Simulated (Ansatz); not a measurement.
Entries from a set of simulations; values are calculated unless marked as measured.

### Quasiparticle gap of BP (honeycomb bilayer)

The cell holds 4 atoms: 2 B and 2 P. Its edges and angles: a = 3.192 Å, b = 3.192 Å, c = 30.200 Å, α = 90.0°, β = 90.0°, γ = 120.0°. Regions: layer 1 (BP-hc), 2 atoms (1 B and 1 P); layer 2 (BP-hc), 2 atoms (1 B and 1 P). Vacuum lies along c.

```xyz
4
Lattice="3.1918 0.0000 0.0000 -1.5959 2.7641 0.0000 0.0000 0.0000 30.2000" Properties=species:S:1:pos:R:3
B     0.0000    1.8428   13.3844
P     1.5959    0.9214   13.3623
B     0.0000    0.0000   16.8377
P     0.0000    1.8428   16.8078
```

```
method                                              : G0W0 on PBEsol, plane waves, PAW; PAW set soft_1 (and 1 further level or step)
program                                             : Ansatz 0.2.0
settings of one run                                 : cutoff 420 eV, 6×6×1 k-mesh, PAW set soft 1, empty bands 392, screening cutoff 75 eV, screening contour deformation, QP bands (v2, c2), shift 2
cost                                                : 2 runs, 49 s in all on 4 threads of Intel Xeon 6975P-C (Granite Rapids), shared host (the runs of this entry)
notes                                               : Values taken over the cell’s volume include its vacuum. The structure was relaxed with PBEsol-D3(BJ). Limits: coarse mesh for a sheet. From 166 bands and 41 eV to 400 bands and 75 eV the gap moves by 1.058 − 1.035 = +0.023 eV; bands and screening cutoff rise together, so their parts are not told apart. Two runs can’t test a law of convergence, so the limit is not known. For the G0W0 step: the program marks 3 of the 20 corrected levels as in doubt (energies apart, Σc rises), neither edge state among them.
PBEsol gap over mesh and path                       : 0.677 eV, direct, at k = (0.333, 0.333, 0.000)
G0W0@PBEsol gap over 5 of 7 irreducible mesh points : 1.058 eV, direct, at k = (0.333, 0.333, 0.000)
GW settings                                         : 6×6×1 mesh, 392 empty bands, screening to 75 eV, PAW set soft_1 files
known limits                                        : finite bands, screening cutoff and k mesh; no spin-orbit coupling in G0W0
```

Over 5 of 7 irreducible mesh points the G0W0 gap is 1.058 eV, direct, at k = (0.333, 0.333, 0.000). The PBEsol gap of this run on the mesh is 0.575 eV. The two states that bound the G0W0 gap lie that far apart at the start, so the correction of the gap is 1.058 − 0.575 = +0.483 eV. The valence state moves by −5.356 − (−5.128) = −0.228 eV and the conduction state by −4.298 − (−4.553) = +0.255 eV, on the run's own scale; how far single levels stand from their limit in bands is not shown.

**Quasiparticle gap of BP (honeycomb bilayer)**

The cell holds 4 atoms: 2 B and 2 P. Cell: a = 3.191 Å, b = 3.191 Å, c = 30.600 Å, α = 90.0°, β = 90.0°, γ = 120.0°. Regions: layer 1 (BP-hc), 2 atoms (1 B and 1 P); layer 2 (BP-hc), 2 atoms (1 B and 1 P). Vacuum lies along c.

```
method                                              : G0W0 on PBEsol, plane waves, PAW; PAW set soft_1 (and 1 further level or step)
program                                             : Ansatz 0.2.0
settings of one run                                 : cutoff 420 eV, 6×6×1 k-mesh, PAW set soft 1, empty bands 397, screening cutoff 75 eV, screening contour deformation, QP bands (v2, c2), shift 1, turned 1
cost                                                : 2 runs, 27 s in all on 4 threads of Intel Xeon 6975P-C (Granite Rapids), shared host (the runs of this entry)
notes                                               : Values taken over the cell’s volume include its vacuum. The program’s warnings: QP edge doubted. The structure was relaxed with PBEsol-D3(BJ). Limits: coarse mesh for a sheet. From 168 bands and 41 eV to 405 bands and 75 eV the gap moves by 0.361 − 0.315 = +0.046 eV; bands and screening cutoff rise together, so their parts are not told apart. Two runs can’t test a law of convergence, so the limit is not known. For the G0W0 step: the program marks 12 of the 16 corrected levels as in doubt (Z under floor, Σc rises), among them the conduction bottom.
PBEsol gap over mesh and path                       : 0.252 eV, direct, at k = (0.333, 0.333, 0.000)
G0W0@PBEsol gap over 4 of 7 irreducible mesh points : 0.361 eV, direct, at k = (0.333, 0.333, 0.000)
GW settings                                         : 6×6×1 mesh, 397 empty bands, screening to 75 eV, PAW set soft_1 files
known limits                                        : finite bands, screening cutoff and k mesh; no spin-orbit coupling in G0W0
```

Over 4 of 7 irreducible mesh points the G0W0 gap is 0.361 eV, direct, at k = (0.333, 0.333, 0.000). The PBEsol gap of this run on the mesh is 0.232 eV. The two states that bound the G0W0 gap lie that far apart at the start, so the correction of the gap is 0.361 − 0.232 = +0.129 eV. The valence state moves by −4.659 − (−4.627) = −0.032 eV and the conduction state by −4.298 − (−4.395) = +0.097 eV, on the run's own scale; how far single levels stand from their limit in bands is not shown.

## BP (honeycomb bilayer): band gap by G0W0 on HSE06

The cell holds 4 atoms: 2 B and 2 P. Its edges and angles: a = 3.192 Å, b = 3.192 Å, c = 30.200 Å, α = 90.0°, β = 90.0°, γ = 120.0°. Regions: layer 1 (BP-hc), 2 atoms (1 B and 1 P); layer 2 (BP-hc), 2 atoms (1 B and 1 P). Vacuum lies along c.

```
method                                             : G0W0 on HSE06, plane waves, PAW; PAW set soft_1 (and 1 further level or step)
program                                            : Ansatz 0.2.0
settings of one run                                : cutoff 420 eV, 6×6×1 k-mesh, PAW set soft 1, empty bands 182, screening cutoff 45 eV, screening contour deformation, QP bands (v2, c2), shift 1
cost                                               : 2 runs, 69 s in all on 4 threads of Intel Xeon 6975P-C (Granite Rapids), shared host (the runs of this entry)
notes                                              : In doubt: masses and optical values from hybrid runs of this build are listed as unsure (in some of the runs), which bears on the screening that GW takes from such a start. Values taken over the cell’s volume include its vacuum. The structure was relaxed with PBEsol-D3(BJ). Limits: coarse mesh for a sheet. No second run with other bands and screening cutoff is shown, so the distance to the basis limit is not known. On another start, G0W0@PBEsol runs of this series (6×6×1 mesh, soft_1 PAW; not shown as steps) give 1.035 eV with 166 bands and 41 eV and 1.058 eV with 400 bands and 75 eV. [rest of the remark cut]
HSE06 gap over mesh and listed points              : 1.067 eV, direct, at k = (0.333, 0.333, 0.000)
G0W0@HSE06 gap over 5 of 7 irreducible mesh points : 1.454 eV, direct, at k = (0.333, 0.333, 0.000)
GW settings                                        : 6×6×1 mesh, 182 empty bands, screening to 45 eV, PAW set soft_1 files
known limits                                       : finite bands, screening cutoff and k mesh; no spin-orbit coupling in G0W0
```

Over 5 of 7 irreducible mesh points the G0W0 gap is 1.454 eV, direct, at k = (0.333, 0.333, 0.000). The HSE06 gap of this run on the mesh is 1.067 eV. The two states that bound the G0W0 gap lie that far apart at the start, so the correction of the gap is 1.454 − 1.067 = +0.387 eV. The valence state moves by −5.367 − (−5.412) = +0.045 eV and the conduction state by −3.913 − (−4.345) = +0.432 eV, on the run's own scale; how far single levels stand from their limit in bands is not shown.

**Quasiparticle gap of BP (honeycomb bilayer)**

The cell holds 4 atoms: 2 B and 2 P. Its edges and angles: a = 3.192 Å, b = 3.192 Å, c = 30.200 Å, α = 90.0°, β = 90.0°, γ = 120.0°. Regions: layer 1 (BP-hc), 2 atoms (1 B and 1 P); layer 2 (BP-hc), 2 atoms (1 B and 1 P). Vacuum lies along c.

```xyz
4
Lattice="3.1918 0.0000 0.0000 -1.5959 2.7641 0.0000 0.0000 0.0000 30.2000" Properties=species:S:1:pos:R:3
B     0.0000    1.8428   13.3623
P     1.5959    0.9214   13.3922
B     1.5959    0.9214   16.8156
P     0.0000    0.0000   16.8377
```

```
method                                              : DFT, PBEsol, plane waves, PAW; PAW set soft_1 (and 1 further level or step)
program                                             : Ansatz 0.2.0
settings of one run                                 : cutoff 420 eV, 9×9×1 k-mesh, smearing width 0.02 eV, PAW set soft 1, shift 1
cost                                                : 2 runs, 49 s in all on 4 threads of Intel Xeon 6975P-C (Granite Rapids), shared host (the runs of this entry)
notes                                               : The program’s warnings: xc potential rough in thin density. The structure was relaxed with PBEsol-D3(BJ). From 166 bands and 41 eV to 400 bands and 75 eV the gap moves by 1.058 − 1.035 = +0.023 eV; bands and screening cutoff rise together, so their parts are not told apart. Two runs can’t test a law of convergence, so the limit is not known. For the G0W0 step: the program marks 3 of the 20 corrected levels as in doubt (energies apart, Σc rises), neither edge state among them.
PBEsol gap over mesh and path                       : 0.677 eV, direct, at k = (0.333, 0.333, 0.000)
G0W0@PBEsol gap over 5 of 7 irreducible mesh points : 1.058 eV, direct, at k = (0.333, 0.333, 0.000)
GW settings                                         : 6×6×1 mesh, 392 empty bands, screening to 75 eV, PAW set soft_1 files
known limits                                        : finite bands, screening cutoff and k mesh; no spin-orbit coupling in G0W0
```

Over 5 of 7 irreducible mesh points the G0W0 gap is 1.058 eV, direct, at k = (0.333, 0.333, 0.000). The PBEsol gap of this run on the mesh is 0.575 eV. The two states that bound the G0W0 gap lie that far apart at the start, so the correction of the gap is 1.058 − 0.575 = +0.483 eV. The valence state moves by −5.356 − (−5.128) = −0.228 eV and the conduction state by −4.298 − (−4.553) = +0.255 eV, on the run's own scale; how far single levels stand from their limit in bands is not shown.

[Paths, hosts, dates, memory and timing lines, banners, echoed tables and standing remarks are left out of the program output.]

[Logs are printed without paths, hosts, clocks, repeated set-up lines and the standing remarks that a program may print on its own settings, such as how far it seeks lower states.]

[Runs of the session that timed out or met a known fault of the program may be left out.]

[Cells called generated may have been cut or substituted from an entry of the Crystallography Open Database or the Materials Project.]

[Hosts, paths, dates, database ids (printed as entryN), source tags and the programs' standing remarks are cut or masked in the printed files.]
